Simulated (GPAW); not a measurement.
# GaP (F-43m) in GPAW: notebook

Aim: see how the results for GaP move with the level of theory and the settings. Levels: TASK, r2SCAN, revTPSS. Tasks: equation of state, band structure.

All numbers are computed with GPAW 26.7.0; they aren't measurements. Logs are shortened: lines on timing, memory, paths and dates and some standing lists are left out, and cuts for length are marked. The log counts tension as positive stress, the text compression.

**What was measured.**

From “Stacking defects in GaP nanowires: Electronic structure and optical properties”, 2018, arxiv:1810.01194, for a bulk crystal of GaP at 10 K: band gap 2.34 eV (indirect).

The results are compared with them further down.

### Step 1. The crystal as given

The structure is cubic, space group F-43m (No. 216). Conventional cell: a = 5.451 Å, b = 5.451 Å, c = 5.451 Å, α = 90.00°, β = 90.00°, γ = 90.00°. Around Ga (site symmetry -43m) lie 4 P at 2.36 Å. Around P (site symmetry -43m) lie 4 Ga at 2.36 Å.

### Step 2. Equation of state, TASK

run.py reads:

```python
from ase.eos import EquationOfState
from ase.io import Trajectory, read
from ase.units import GPa
from gpaw import GPAW, PW

atoms = read('GaP.xyz')

traj = Trajectory('eos.traj', 'w')
volumes, energies = [], []
for x in [0.94, 0.96, 0.98, 1.0, 1.02, 1.04, 1.06]:
    a = atoms.copy()
    a.set_cell(atoms.cell * x**(1 / 3), scale_atoms=True)
    calc = GPAW(mode=PW(600),
                xc='MGGA_X_TASK+LDA_C_PW',
                kpts={'size': (8, 8, 8), 'gamma': True},
                occupations={'name': 'fermi-dirac', 'width': 0.05},
                nbands=11,
                convergence={'density': 1e-05, 'energy': 1e-05},
                maxiter=150,
                txt=f'eos-{x:.2f}.txt')
    a.calc = calc
    energies.append(a.get_potential_energy(force_consistent=True))
    volumes.append(a.get_volume())
    p = -a.get_stress()[:3].mean() / GPa
    calc.write(f'eos-{x:.2f}.gpw')
    traj.write(a)
    print(f'{x:.2f} {volumes[-1]:10.4f} A^3 {energies[-1]:14.6f} eV {p:9.3f} GPa', flush=True)

v0, e0, B = EquationOfState(volumes, energies, eos='birchmurnaghan').fit()
print(f'V0 = {v0:.4f} A^3, E0 = {e0:.6f} eV, B0 = {B / GPa:.2f} GPa')
```

GaP.xyz reads:

```xyz
2
Lattice="0.0000000000 2.7252500000 2.7252500000 2.7252500000 0.0000000000 2.7252500000 2.7252500000 2.7252500000 0.0000000000" Properties=species:S:1:pos:R:3 pbc="T T T"
Ga     0.0000000000      0.0000000000      0.0000000000
P      4.0878750000      4.0878750000      4.0878750000
```

Potentials or basis: GPAW PAW data sets (gpaw-data 1.2.1), pw.

Launch:

```sh
$ OMP_NUM_THREADS=1 python run.py
```

The program printed:

```text
__  _  _
 | _ |_)|_||  |
 |__||  | ||/\| - 26.7.0

Input parameters:
  mode=PW(ecut=600.0),
  convergence={'density': 1e-05, 'energy': 1e-05},
  kpts=MonkhorstPack(size=(8, 8, 8), gamma=True),
  maxiter=150,
  nbands=11,
  occupations=Occupations(name='fermi-dirac', width=0.05),
  xc=XC(name='MGGA_X_TASK+LDA_C_PW')

Diagonalizing LCAO Hamiltonian
Converting LCAO to pw mode

                    P

       Ga

Atoms  # Å, Bohr magnetons
|   | symbol |        x |        y |        z |    initial magnetic moments |
|---|--------|----------|----------|----------|-----------------------------|
| 0 |     Ga | 0.000000 | 0.000000 | 0.000000 | ( 0.0000,  0.0000,  0.0000) |
| 1 |      P | 4.004426 | 4.004426 | 4.004426 | ( 0.0000,  0.0000,  0.0000) |

Unit cell  # Å
| periodic |        x |        y |        z |  lengths |    angles |
|----------|----------|----------|----------|----------|-----------|
|      yes | 0.000000 | 2.669617 | 2.669617 | 3.775409 | 60.000000 |
|      yes | 2.669617 | 0.000000 | 2.669617 | 3.775409 | 60.000000 |
|      yes | 2.669617 | 2.669617 | 0.000000 | 3.775409 | 60.000000 |

Number of symmetries: 24
Symmetry operations  # r_c * U_cc + t_c -> r_c
|    | kind |            matrix            |
|----|------|------------------------------|
|  0 |  E   |  1, 0, 0,  0, 1, 0,  0, 0, 1 |
|  1 |  σ   |  1, 0, 0,  0, 0, 1,  0, 1, 0 |
|  2 |  σ   |  1, 0,-1,  0, 1,-1,  0, 0,-1 |
|  3 |  C3  |  1, 0,-1,  0, 0,-1,  0, 1,-1 |
|  4 |  C3  |  1,-1, 0,  0,-1, 1,  0,-1, 0 |
|  5 |  σ   |  1,-1, 0,  0,-1, 0,  0,-1, 1 |
|  6 |  σ   |  0, 1, 0,  1, 0, 0,  0, 0, 1 |
|  7 |  C3  |  0, 1, 0,  0, 0, 1,  1, 0, 0 |
|  8 |  C2  |  0, 1,-1,  1, 0,-1,  0, 0,-1 |
|  9 |  S4  |  0, 1,-1,  0, 0,-1,  1, 0,-1 |
| 10 |  C3  |  0, 0, 1,  1, 0, 0,  0, 1, 0 |
| 11 |  σ   |  0, 0, 1,  0, 1, 0,  1, 0, 0 |
| 12 |  S4  |  0, 0,-1,  1, 0,-1,  0, 1,-1 |
| 13 |  C3  |  0, 0,-1,  0, 1,-1,  1, 0,-1 |
| 14 |  S4  |  0,-1, 1,  1,-1, 0,  0,-1, 0 |
| 15 |  C2  |  0,-1, 1,  0,-1, 0,  1,-1, 0 |
| 16 |  C3  |  0,-1, 0,  1,-1, 0,  0,-1, 1 |
| 17 |  S4  |  0,-1, 0,  0,-1, 1,  1,-1, 0 |
| 18 |  S4  | -1, 1, 0, -1, 0, 1, -1, 0, 0 |
| 19 |  C3  | -1, 1, 0, -1, 0, 0, -1, 0, 1 |
| 20 |  C3  | -1, 0, 1, -1, 1, 0, -1, 0, 0 |
| 21 |  S4  | -1, 0, 1, -1, 0, 0, -1, 1, 0 |
| 22 |  σ   | -1, 0, 0, -1, 1, 0, -1, 0, 1 |
| 23 |  C2  | -1, 0, 0, -1, 0, 1, -1, 1, 0 |

BZ-sampling:
  Number of BZ points: 512
  Number of IBZ points: 29

  Monkhorst-Pack size: [8, 8, 8]
  Monkhorst-Pack shift: [0.0625, 0.0625, 0.0625]

K-points  # in reciprocal-cell coordinates
|     |                                coordinates |     weight |
|-----|--------------------------------------------|------------|
|   0 | (  0.00000000,   0.00000000,   0.00000000) | 0.00195312 |
|   1 | (  0.12500000,   0.12500000,   0.00000000) | 0.01171875 |
|   2 | (  0.12500000,   0.12500000,   0.12500000) | 0.01562500 |
|   3 | (  0.25000000,   0.12500000,   0.12500000) | 0.02343750 |
|   4 | (  0.25000000,   0.25000000,   0.00000000) | 0.01171875 |
|   5 | (  0.25000000,   0.25000000,   0.12500000) | 0.04687500 |
|   6 | (  0.25000000,   0.25000000,   0.25000000) | 0.01562500 |
|   7 | (  0.37500000,   0.25000000,  -0.37500000) | 0.04687500 |
|   8 | (  0.37500000,   0.25000000,   0.12500000) | 0.04687500 |
|   9 | (  0.37500000,   0.25000000,   0.25000000) | 0.04687500 |
| ... |                                            |            |
|  28 | (  0.50000000,   0.50000000,   0.50000000) | 0.00781250 |

Plane wave coefficients: 1287
Cutoff: 600.0 eV

Spin-components: 1 (collinear spins)
Bands:           11
Projectors:      10
Spin-degeneracy: 2
Datatype:        complex128

Parallelization:
  kpt:    1
  domain: 1
  band:   1

Density:
  Valence electrons: 8.0
  Components: 1
  Grid points: [24 24 24]
  Charge: 0.0  # |e|

Potential:
  Grid points: [24 24 24]

species:
  Ga:
    name:    Gallium
    Z:       31.0
    valence: 3
    core:    28
    charge:  0.0  # [|e|]
    compensation charges:
      type: gauss
      rc: 0.37  # [Å]
      lmax: 2
    cutoffs:
      filter: 2.06  # [Å]
      core: 4.17  # [Å]
    projectors
    | kind |    occ | energy [eV] | rcut [Å] |
    |------|--------|-------------|----------|
    |   4s |  2.000 |      -8.945 |    1.164 |
    |   4p |  1.000 |      -2.580 |    1.164 |
    |    s |        |      18.266 |    1.164 |
    |    p |        |      24.631 |    1.164 |
    |    d |        |       0.000 |    1.164 |

    Using partial waves for Ga as LCAO basis

  P:
    name:    Phosphorus
    Z:       15.0
    valence: 5
    core:    10
    charge:  0.0  # [|e|]
    compensation charges:
      type: gauss
      rc: 0.30  # [Å]
      lmax: 2
    cutoffs:
      filter: 1.69  # [Å]
      core: 1.81  # [Å]
    projectors
    | kind |    occ | energy [eV] | rcut [Å] |
    |------|--------|-------------|----------|
    |   3s |  2.000 |     -13.968 |    0.953 |
    |   3p |  3.000 |      -5.506 |    0.953 |
    |    s |        |      13.244 |    0.953 |
    |    p |        |      21.705 |    0.953 |
    |    d |        |       0.000 |    0.953 |

    Using partial waves for P as LCAO basis

Reference energy: -62187.585188  # eV

eigensolver:
  PPCG
  Converge bands: occupied
  niter=2

density mixing:
  MSR1-Mixer
  Pratt-step length: 0.05
  Maximum mixing coefficient: 0.75
  Old densities: 10
  SVD Regularization: 0.005
  Good broyden scale: 1.0
  Trust region scale: 1.0
  Backstep threshold: 4.0
  History deletion threshold: 6.0
  Fourier metric: weight=20.0, sigma=0.015

occupation numbers:
  Fermi-Dirac:
    width: 0.0500  # eV

poisson solver:
  ecut: 4800.0  # eV

xc functional:
  name: MGGA_X_TASK+LDA_C_PW with 2 nearest neighbor stencil

convergence criteria:
- Maximum integral of absolute [dens]ity change: 1e-05 electrons / valence electron
- Maximum [total energy] change in last 3 cyles: 1e-05 eV / valence electron
- Maximum integral of absolute [eigenst]ate change: 4e-08 eV^2 / valence electron
maximum number of iterations: 150

SCF iterations
|iter     | |      energy | eigst |  dens |
|---------|-|-------------|-------|-------|
|iter:   1| |   -0.632154 | -0.14 |       |
|iter:   2| |    3.701202 | -0.99 | -0.90 |
|iter:   3| |-21723.853101 | +3.73 | -0.87 |
|iter:   4| |    7.569711 | +2.03 | +1.38 |
|iter:   5| |    3.459585 | +0.43 | -0.69 |
|iter:   6| |    3.395753 | -1.65 | -1.38 |
|iter:   7| |    3.397954 | -2.99 | -1.79 |
|iter:   8| |    3.397125 | -4.03 | -2.33 |
|iter:   9| |    3.397066 | -4.88 | -2.68 |
|iter:  10| |    3.397060c| -6.45 | -3.18 |
|iter:  11| |    3.397058c| -6.72 | -3.48 |
|iter:  12| |    3.397058c| -7.67c| -3.91 |
|iter:  13| |    3.397058c| -8.26c| -4.24 |
|iter:  14| |    3.397058c| -7.67c| -4.64 |
|iter:  15| |    3.397058c| -8.47c| -5.35c|

Converged in 15 steps
Energy contributions relative to reference atoms: (reference = -62187.585188)

Energy contributions:
  Kinetic:          24.403277
  Coulomb:         -19.904813
  Zero:             -0.044060
  External:          0.000000
  Xc:               -1.057346
  Entropy:          -0.000000
  Spinorbit:         0.000000
  ----------------------------
  Free energy:       3.397058
  Extrapolated:      3.397058

dipole moment: (-10.493667, -10.493667, -10.493667)  # |e|*Ang

Fermi level: 6.472
Eigenvalues  # (at kpt = [0.000, 0.000, 0.000])
| band index |      eig [eV] | occ [0-2] |
|------------|---------------|-----------|
|          0 |        -8.783 |     2.000 |
|          1 |         5.404 |     2.000 |
|          2 |         5.404 |     2.000 |
|          3 |         5.404 |     2.000 |
|          4 |         9.253 |     0.000 |
|          5 |         9.945 |     0.000 |
|          6 |         9.945 |     0.000 |
|          7 |         9.945 |     0.000 |
|          8 |        16.196 |     0.000 |
|          9 |        16.196 |     0.000 |
|         10 |        17.069 |     0.000 |

Gap: 2.307 eV
Transition (v -> c):
  (s=0, k=0, n=3, [0.00, 0.00, 0.00]) -> (s=0, k=12, n=4, [0.38, 0.38, 0.00])
Direct/indirect transitions are different
Direct gap: 3.849 eV
Transition at: (s=0, k=0, n=3, [0.00, 0.00, 0.00])

Stress tensor  # eV/Ang^3
|         x |         y |         z |
|-----------|-----------|-----------|
| -0.081334 |  0.000000 |  0.000000 |
|  0.000000 | -0.081334 |  0.000000 |
|  0.000000 |  0.000000 | -0.081334 |

# Writing to eos-0.94.gpw (mode='')
```

Run time: 3.8 min. Hardware: 1 thread of Intel Xeon Platinum 8488C (Sapphire Rapids), shared host; peak memory 0.55 GiB.

Results:

```yaml
Equilibrium_volume: "21.49 Å³/atom (rough: see the caveat)"
Bulk_modulus: 82 GPa (rough)
```

Energy against volume, from the lowest point:
```csv
volume (Å³/atom),energy (meV/atom)
19.026,89.83
19.431,60.39
19.836,37.55
20.240,20.65
20.645,9.11
21.050,2.38
21.455,0.00
```

Caveat: the data sets keep Ga 3d, Li 1s and Be 1s frozen, and some such compounds lay over 1.5 % in volume off other programs; the minimum lies outside the volumes run; the PAW data sets were made with another functional, which shifts forces and pressure a little.

(Part 1 of 2 ends here.)
